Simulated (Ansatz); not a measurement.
# Sb (P2_1/m) in Ansatz: notebook

The runs below take Sb through single point, with PBEsol.

All numbers are computed with Ansatz 0.2.0; they aren't measurements. Logs are shortened: lines on timing, memory, paths and dates and some standing lists are left out, and cuts for length are marked.

### 1 Starting point

The structure is monoclinic, space group P2_1/m (No. 11). The conventional cell has a = 3.122 Å, b = 4.348 Å, c = 4.406 Å, α = 90.00°, β = 90.51°, γ = 90.00°. Sb (site symmetry m) is surrounded by 6 Sb at 3.04 to 3.15 Å.

This isn't the form of Sb at room conditions, which is rhombohedral.

### 2 Single point, PBEsol, 28.11 Å³/atom (volume scaled by 0.94)

input.yaml reads:

```yaml
crystal:
  lattice:
    - [3.058661625, 0.0, 0.0]
    - [0.0, 4.2587682402, 0.0]
    - [-0.0381205934, 0.0, 4.3159114163]
  atoms:
    - { symbol: Sb, position: [0.011389, 0.25, 0.241166] }
    - { symbol: Sb, position: [0.988611, 0.75, 0.758834] }
kpoints:
  mp_grid: { grid: [9, 6, 6] }
scf:
  occupations: { method: fermi_dirac, width: 0.05 }
hamiltonian:
  xc: pbesol
  pseudopotentials: { kind: all_electron, lapw: { basis_error: 0.0005 } }
output:
  forces: true
  stress: true
  eigenvalues: true
```

Potentials or basis: all-electron LAPW, scalar-relativistic.

Run with:

```
$ ansatz run input.yaml --threads 1 --pin off --max-ram 3072MiB --backend cpu --events-out ev --progress --plain --runs-dir out
```

What it wrote:

```text
Warning: RAYON_NUM_THREADS=1 ignored (pool sized by the plan → 1); use --threads N
LAPW: plane waves up to 7.834 Å⁻¹, error target 5.0e-4 eV per atom; small_component_spin mean_spin; Sb in spheres of 1.489 Å, 23 of its electrons in bands, Dirac shells [] (how accurate: hamiltonian.pseudopotentials.lapw.basis_error, Limitations)
Engine: ansatz 0.2.0, aarch64-unknown-linux-gnu
Pseudopotentials: kind: all_electron
Pseudopotential: Sb, LAPW, valence charge 23, lapw/all_electron/scalar/gaussian/Sb, Koelling and Harmon's equation, gaussian nucleus
Functional definition: PBEsol
  exchange = pbesol_x
  correlation = pbesol_c
Crystal: 2 atoms, lattice volume = 56.220 Å³
Basis set: ecut = 233.82056063343396 eV, 479 PW (Γ), exchange–correlation at level 2
Bands: 28, of which v1, the nominal top of the filled ones, is band 23 counted from 1 (22 counted from 0)
Symmetry: 4 space group operations
Space group: P21/m (ITA 11), of the structure as read, at distance tolerance 3.8e-5 Å
k-points: 112 of 324
Non-local potential: Sb, projectors of the file, none
Initial density: superposition of atomic densities (chi_scale 0.1, normalization cell)
Initial wavefunctions: plane waves of lowest kinetic energy (no species holds an atomic orbital)
Functional: x = pbesol(κ = 0.804, μ = 0.12345679012345678), c = pbesol(β = 0.046)
iter 1 solved again at ethr=8.68e-5 eV; its pass at ethr=1.00e-1 eV (dr2=3.99e-2 eV) is discarded
SCF iter   1: F=—  HF=-352583.559550 eV  |F-HF|=—  |Δ(HF+E_count)|=         —  Δρ=1.01e-2  dr2=4.06e-2  ethr=8.68e-5  ⟨swp⟩=3.0  Hψ=21412  notcnv=0
preconditioner: auto → Kerker (q_TF=auto, 2.639 Å⁻¹)  [metal: Δε(μ)=0.019 eV  Ē_g=9.750 eV  σ=0.050 eV  W_gap=0.10  n_scr=18 (ndim 8)  ℏωp=15.7 eV  f_vac=0.008  D(μ)=1.49/eV (n_scr^D=10)]
SCF iter   2: F=—  HF=-352583.551277 eV  |F-HF|=—  |Δ(HF+E_count)|=   8.27e-3  Δρ=6.78e-3  dr2=2.26e-2  ethr=8.68e-5  ⟨swp⟩=2.0  Hψ=9334  notcnv=0
SCF iter   3: F=—  HF=-352583.551279 eV  |F-HF|=—  |Δ(HF+E_count)|=   1.85e-6  Δρ=2.78e-3  dr2=5.27e-3  ethr=4.90e-5  ⟨swp⟩=2.0  Hψ=9334  notcnv=0
SCF iter   4: F=—  HF=-352583.550684 eV  |F-HF|=—  |Δ(HF+E_count)|=   5.94e-4  Δρ=9.93e-4  dr2=1.04e-3  ethr=1.15e-5  ⟨swp⟩=2.0  Hψ=9334  notcnv=0
iter 5 solved again at ethr=2.24e-7 eV; its pass at ethr=2.27e-6 eV (dr2=1.03e-4 eV) is discarded
SCF iter   5: F=—  HF=-352583.550529 eV  |F-HF|=—  |Δ(HF+E_count)|=   1.56e-4  Δρ=3.53e-4  dr2=1.03e-4  ethr=2.24e-7  ⟨swp⟩=2.0  Hψ=15756  notcnv=0
SCF iter   6: F=—  HF=-352583.550565 eV  |F-HF|=—  |Δ(HF+E_count)|=   3.69e-5  Δρ=1.10e-4  dr2=9.09e-6  ethr=2.24e-7  ⟨swp⟩=2.7  Hψ=9461  notcnv=0
SCF iter   7: F=—  HF=-352583.550569 eV  |F-HF|=—  |Δ(HF+E_count)|=   3.14e-6  Δρ=2.51e-5  dr2=5.24e-7  ethr=1.98e-8  ⟨swp⟩=3.0  Hψ=9570  notcnv=0
SCF iter   8: F=-352583.550568 eV  HF=-352583.550568 eV  |F-HF|=2.11e-8  |Δ(HF+E_count)|=   4.59e-7  Δρ=1.25e-5  dr2=8.99e-8  ethr=1.14e-9  ⟨swp⟩=2.0  Hψ=9334  notcnv=0
SCF 1 converged in 8 iterations: F = -352583.550568 eV  dr2 = 8.99e-8
SCF converged after 8 iterations
Free energy (F): -352583.550568 eV
Harris-Foulkes:  -352583.550568 eV  (|F-HF|=2.11e-8)
Internal energy: -352583.538660 eV  (E = F + TS)
E sigma→0 (E₀):  -352583.544614 eV
Entropy (-TS):   -0.011909 eV (-5.954 meV/atom)
Fermi energy:    13.745503 eV
--- Per-component energies (eV) ---
  E_band       = -1751.897971
  E_kinetic    = 371553.792678
  E_xc         = -9133.265860
  E_electrostatic = -715004.065478  (all electrons and nuclei)
  E_smearing   = -0.011909  (= −TS)
  E_closure    = 0.000000  (closes the sum)
  E_atoms      = -352574.528891  (free atoms, spherical and without spin; not in F)
  Σ components = -352583.550568   (vs F -352583.550568, Δ=0.00e0)
  Basis errors (estimates in eV, not in F): energy 1.7e-4 per atom: plane waves 1.6e-4 (8.8e-5 summed), levels above the bands 3.8e-48, relativity 2.8e-9, radial functions 9.0e-6, core shells 1.8e-9; eigenvalues (radial functions only) 3.5e-7; not estimated: angular momenta, meshes, grids; target (lapw.basis_error) 5.0e-4; muffin-tin radii Sb 1.489 Å
--- Forces (eV/Å), atoms counted from 1 ---
  atom   1  Sb    -0.02460694     0.00000000     0.13734524
  atom   2  Sb     0.02460694     0.00000000    -0.13734524
  max |Σ_I F_I| component: 0.00e0 eV/Å
--- Stress (GPa, compression-positive) ---
        1.370523       0.000000       0.107948
        0.000000       1.273427       0.000000
        0.107948       0.000000       1.611838
  P = ⅓ Tr σ = 1.4186 GPa (14.186 kbar)
--- Band table (eV; the first three rows and the last of 112) ---
  k-point 0: bands = ["-130.5232", "-130.5228", "-83.5521", "-83.5515", "-83.5483", "-83.5479", "-83.5476", "-83.5474", "-15.6271", "-15.6161", "-15.5292", "-15.5097", "-15.4537", "-15.4526", "-15.4014", "-15.4010", "-15.3986", "-15.3130", "0.7043", "6.2863", "9.7360", "9.8781", "15.4629", "16.8215", "17.0625", "17.1791", "20.6103", "20.8933"]
  k-point 1: bands = ["-130.5232", "-130.5228", "-83.5519", "-83.5512", "-83.5484", "-83.5480", "-83.5477", "-83.5476", "-15.6089", "-15.6077", "-15.5201", "-15.5162", "-15.4504", "-15.4493", "-15.4063", "-15.4048", "-15.4044", "-15.3341", "0.9163", "5.4538", "10.1392", "10.3585", "15.7971", "15.8853", "16.5267", "17.0350", "20.6926", "21.3240"]
  k-point 2: bands = ["-130.5231", "-130.5229", "-83.5512", "-83.5506", "-83.5490", "-83.5483", "-83.5480", "-83.5477", "-15.5899", "-15.5550", "-15.5342", "-15.4958", "-15.4416", "-15.4407", "-15.4270", "-15.4143", "-15.4137", "-15.3898", "1.5430", "3.9809", "10.9062", "11.4545", "13.8846", "14.2893", "17.6488", "18.6822", "19.8096", "21.7324"]
  k-point 111: bands = ["-130.5229", "-130.5229", "-83.5515", "-83.5515", "-83.5508", "-83.5508", "-83.5482", "-83.5482", "-15.5060", "-15.5060", "-15.4887", "-15.4887", "-15.4637", "-15.4637", "-15.4529", "-15.4529", "-15.3591", "-15.3591", "5.2421", "5.2421", "9.7430", "9.7430", "12.1638", "12.1638", "17.2448", "17.2448", "17.7641", "17.7641"]
```

It took 32 s on 1 thread of Arm Neoverse V2, shared host; peak memory 0.49 GiB.

Results:

| Property | Result |
| --- | --- |
| Free energy | -352583.5506 eV |
| Pressure | 1.4 GPa |
| Largest force | 0.140 eV/Å |
| Band gap on the k mesh | none (metal or under the smearing width) |

### 3 Single point, PBEsol, 28.71 Å³/atom (volume scaled by 0.96)

input.yaml, as its differences from that of step 2:

```diff
@@ -2,5 +2,5 @@
   lattice:
-    - [3.058661625, 0.0, 0.0]
-    - [0.0, 4.2587682402, 0.0]
-    - [-0.0381205934, 0.0, 4.3159114163]
+    - [3.0802022053, 0.0, 0.0]
+    - [0.0, 4.288760554, 0.0]
+    - [-0.0383890571, 0.0, 4.34630616]
   atoms:
```

Potentials or basis: all-electron LAPW, scalar-relativistic.

Run with:

```
$ ansatz run input.yaml --threads 1 --pin off --max-ram 3072MiB --backend cpu --events-out ev --progress --plain --runs-dir out
```

Run time: 31 s. Hardware: 1 thread of Arm Neoverse V2, shared host; peak memory 0.49 GiB.

The run converged. Its results:

| Quantity | Value |
| --- | --- |
| Free energy | -352583.5560 eV |
| Pressure | 0.1 GPa |
| Largest force | 0.103 eV/Å |
| Band gap on the k mesh | none (metal or under the smearing width) |

### 4 Single point, PBEsol, 29.31 Å³/atom (volume scaled by 0.98)

input.yaml, as its differences from that of step 3:

```diff
@@ -2,5 +2,5 @@
   lattice:
-    - [3.0802022053, 0.0, 0.0]
-    - [0.0, 4.288760554, 0.0]
-    - [-0.0383890571, 0.0, 4.34630616]
+    - [3.1014456505, 0.0, 0.0]
+    - [0.0, 4.3183391477, 0.0]
+    - [-0.0386538176, 0.0, 4.3762816325]
   atoms:
```

Run with:

```
$ ansatz run input.yaml --threads 1 --pin off --max-ram 3072MiB --backend cpu --events-out ev --progress --plain --runs-dir out
```

It took 31 s on 1 thread of Arm Neoverse V2, shared host; peak memory 0.49 GiB.

It converged, with:

* Free energy: -352583.5519 eV
* Pressure: -1.1 GPa
* Largest force: 0.071 eV/Å
* Band gap on the k mesh: none (metal or under the smearing width)

### 5 Single point, PBEsol, 29.90 Å³/atom

input.yaml, as its differences from that of step 4:

```diff
@@ -2,5 +2,5 @@
   lattice:
-    - [3.1014456505, 0.0, 0.0]
-    - [0.0, 4.3183391477, 0.0]
-    - [-0.0386538176, 0.0, 4.3762816325]
+    - [3.122402, 0.0, 0.0]
+    - [0.0, 4.347518, 0.0]
+    - [-0.038915, 0.0, 4.405852]
   atoms:
```

Run with:

```
$ ansatz run input.yaml --threads 1 --pin off --max-ram 3072MiB --backend cpu --events-out ev --progress --plain --runs-dir out
```

It took 31 s on 1 thread of Arm Neoverse V2, shared host; peak memory 0.49 GiB.

The run converged. Its results:

```
Free energy            : -352583.5393 eV
Pressure               : -2.2 GPa
Largest force          : 0.046 eV/Å
Band gap on the k mesh : none (metal or under the smearing width)
```

### 6 Single point, PBEsol, 30.50 Å³/atom (volume scaled by 1.02)

input.yaml, as its differences from that of step 5:

```diff
@@ -2,5 +2,5 @@
   lattice:
-    - [3.122402, 0.0, 0.0]
-    - [0.0, 4.347518, 0.0]
-    - [-0.038915, 0.0, 4.405852]
+    - [3.1430807616, 0.0, 0.0]
+    - [0.0, 4.376310349, 0.0]
+    - [-0.0391727227, 0.0, 4.4350306782]
   atoms:
```

Potentials or basis: all-electron LAPW, scalar-relativistic.

Run with:

```
$ ansatz run input.yaml --threads 1 --pin off --max-ram 3072MiB --backend cpu --events-out ev --progress --plain --runs-dir out
```

Wall time 29 s (1 thread of Arm Neoverse V2, shared host); peak memory 0.49 GiB.

It converged, with:

```yaml
Free_energy: -352583.5193 eV
Pressure: -3.2 GPa
Largest_force: 0.032 eV/Å
Band_gap_on_the_k_mesh: none (metal or under the smearing width)
```

### 7 Single point, PBEsol, 31.10 Å³/atom (volume scaled by 1.04)

input.yaml, as its differences from that of step 6:

```diff
@@ -2,5 +2,5 @@
   lattice:
-    - [3.1430807616, 0.0, 0.0]
-    - [0.0, 4.376310349, 0.0]
-    - [-0.0391727227, 0.0, 4.4350306782]
+    - [3.1634909488, 0.0, 0.0]
+    - [0.0, 4.404728745, 0.0]
+    - [-0.0394270982, 0.0, 4.4638303856]
   atoms:
```

Run with:

```
$ ansatz run input.yaml --threads 1 --pin off --max-ram 3072MiB --backend cpu --events-out ev --progress --plain --runs-dir out
```

Run time: 25 s. Hardware: 1 thread of Arm Neoverse V2, shared host; peak memory 0.48 GiB.

It converged, with:

- Free energy: -352583.4925 eV
- Pressure: -4.0 GPa
- Largest force: 0.039 eV/Å
- Band gap on the k mesh: none (metal or under the smearing width)

### 8 Single point, PBEsol, 31.70 Å³/atom (volume scaled by 1.06)

input.yaml, as its differences from that of step 7:

```diff
@@ -2,5 +2,5 @@
   lattice:
-    - [3.1634909488, 0.0, 0.0]
-    - [0.0, 4.404728745, 0.0]
-    - [-0.0394270982, 0.0, 4.4638303856]
+    - [3.183641116, 0.0, 0.0]
+    - [0.0, 4.4327850985, 0.0]
+    - [-0.039678233, 0.0, 4.4922631929]
   atoms:
```

Run with:

```
$ ansatz run input.yaml --threads 1 --pin off --max-ram 3072MiB --backend cpu --events-out ev --progress --plain --runs-dir out
```

Wall time 25 s (1 thread of Arm Neoverse V2, shared host); peak memory 0.48 GiB.

It converged, with:

```yaml
Free_energy: -352583.4598 eV
Pressure: -4.8 GPa
Largest_force: 0.056 eV/Å
Band_gap_on_the_k_mesh: none (metal or under the smearing width)
```
